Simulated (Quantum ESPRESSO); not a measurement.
The system is SiO2.

```
CELL_PARAMETERS angstrom
4.91656 0.00000 0.00000
-2.45828 4.25786 0.00000
0.00000 0.00000 5.43163
ATOMIC_POSITIONS crystal
Si 0.46880 0.00000 0.66667
Si 0.00000 0.46880 0.33333
Si 0.53120 0.53120 0.00000
O 0.73144 0.14454 0.45218
O 0.85546 0.58690 0.11885
O 0.41310 0.26856 0.78551
O 0.14454 0.73144 0.54782
O 0.58690 0.85546 0.88115
O 0.26856 0.41310 0.21449
```

The cell comes from a database or a generator and needn't be the stable form of this composition.

| Item | Value |
| --- | --- |
| Program | Quantum ESPRESSO 7.5 |
| Task | relaxation of cell and atoms |
| Functional | EV93 |
| Potentials or basis | GBRV 1.5 PBE |
| Cutoff | 612 eV |
| Density cutoff | 4898 eV |
| k mesh | 5 × 5 × 4 |
| Occupations | fermi-dirac, width 0.05 eV |
| Spin | no spin polarisation |

At the start: pressure 16.1 GPa; volume 12.63 Å³/atom.

Task: How do energy, volume and symmetry change on relaxing?

Result: Over 21 steps the energy falls by 79.3 meV/atom and the volume is 14.82 Å³/atom (+17.3 %); space group P6_222 (No. 180, to 0.05 Å).

Step by step:
| step | energy change (eV) | largest force (eV/Å) | pressure (GPa) | volume (Å³) |
| --- | --- | --- | --- | --- |
| 1 | 0.0000 | 0.5148 | 16.10 | 113.71 |
| 2 | -0.0850 | 0.3651 | 14.12 | 114.40 |
| 3 | -0.3182 | 0.3765 | 4.53 | 118.44 |
| 4 | -0.3418 | 0.4176 | 3.42 | 119.24 |
| 5 | -0.4332 | 0.4155 | -0.17 | 122.95 |
| 6 | -0.4739 | 0.3127 | -0.87 | 124.75 |
| 7 | -0.4999 | 0.2689 | -0.31 | 125.59 |
| 8 | -0.5167 | 0.2666 | 0.50 | 125.83 |
| 9 | -0.5427 | 0.3145 | 1.42 | 126.32 |
| 10 | -0.5830 | 0.3465 | 1.90 | 127.59 |
| 11 | -0.6261 | 0.3112 | 1.23 | 129.68 |
| 12 | -0.6489 | 0.2797 | 0.23 | 131.08 |
| 13 | -0.6642 | 0.2835 | -0.47 | 131.76 |
| 14 | -0.6800 | 0.1866 | -1.01 | 132.29 |
| 15 | -0.6916 | 0.1435 | -1.07 | 132.62 |
| 16 | -0.7007 | 0.0874 | -0.79 | 132.89 |
| 17 | -0.7075 | 0.0682 | -0.46 | 133.24 |
| 18 | -0.7120 | 0.0427 | -0.28 | 133.59 |
| 19 | -0.7137 | 0.0143 | -0.07 | 133.52 |
| 20 | -0.7140 | 0.0012 | -0.08 | 133.54 |
| 21 | -0.7140 | 0.0037 | 0.03 | 133.42 |

Final structure:
```
Si O
1.0
     5.19958    0.00000    0.00000
    -2.59979    4.50297    0.00000
     0.00000    0.00000    5.69820
Si O
3 6
Direct
  0.50013 0.00000 0.66667
  0.00000 0.50013 0.33333
  0.49987 0.49987 0.00000
  0.79044 0.20989 0.50011
  0.79011 0.58055 0.16677
  0.41945 0.20956 0.83344
  0.20989 0.79044 0.49989
  0.58055 0.79011 0.83323
  0.20956 0.41945 0.16656
```

Caveat: the potentials were made for another functional, which shifts forces and pressure; the volume moved by over 15 % at a fixed basis, so the end points are rough; the potentials were made for a functional far from this one.
